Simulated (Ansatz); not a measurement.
Ligand exchange: C2H3ClO + AuOH → C2H4O2 + AuCl

Species: C2H3ClO (acetyl chloride) `CC(=O)Cl`, singlet; AuOH `[OH][Au]`, singlet; C2H4O2 (acetic acid) `CC(=O)O`, singlet; AuCl (gold monochloride), singlet. The partners trade Cl for OH: C–Cl and Au–OH bonds give way to C–OH and Au–Cl.

Shapes, held fixed at every level: PBE0-D4/def2-TZVP. Flexible molecules stand in one conformer, not always the lowest. Programs: Ansatz 0.2.0. The zero-point and thermal change to 298 K, harmonic and unscaled (PBE0-D4/def2-TZVP), is +7.4 kJ/mol.

```
              level                    kind  ΔH(298 K) (kJ/mol)  less CCSD(T)/def2-TZVPP  CPU time (sum over the molecules)
      HF/def2-TZVPP            Hartree–Fock              -224.7                    -63.2                                  –
BHLYP-D4/def2-TZVPP           global hybrid              -188.2                    -26.7                               12 s
 PBE0-D4/def2-TZVPP           global hybrid              -168.8                     -7.3                               12 s
 wB97M-V/def2-TZVPP  range-separated hybrid              -173.7                    -12.2                               40 s
   CCSD(T)/def2-SVP   coupled cluster or CI              -171.9                    -10.4                               12 s
      CCSD/def2-SVP   coupled cluster or CI              -180.4                    -18.9                                  –
 CCSD(T)/def2-TZVPP   coupled cluster or CI              -161.5                      0.0                            2.3 min
```

The highest level, CCSD(T)/def2-TZVPP, gives ΔH(298 K) = -161.5 kJ/mol; the levels span -224.7 to -161.5. The column of differences is taken from that level and isn't an error. No measured value is set beside it here. T1 is large for AuOH, AuCl, so single-reference values are less sure there. For atoms past krypton def2 sets carry core potentials with scalar relativity. Correlated rows may include outer-core shells of Au, which these sets cover unevenly. Times are processor times on shared x86 and Arm servers, and rough.
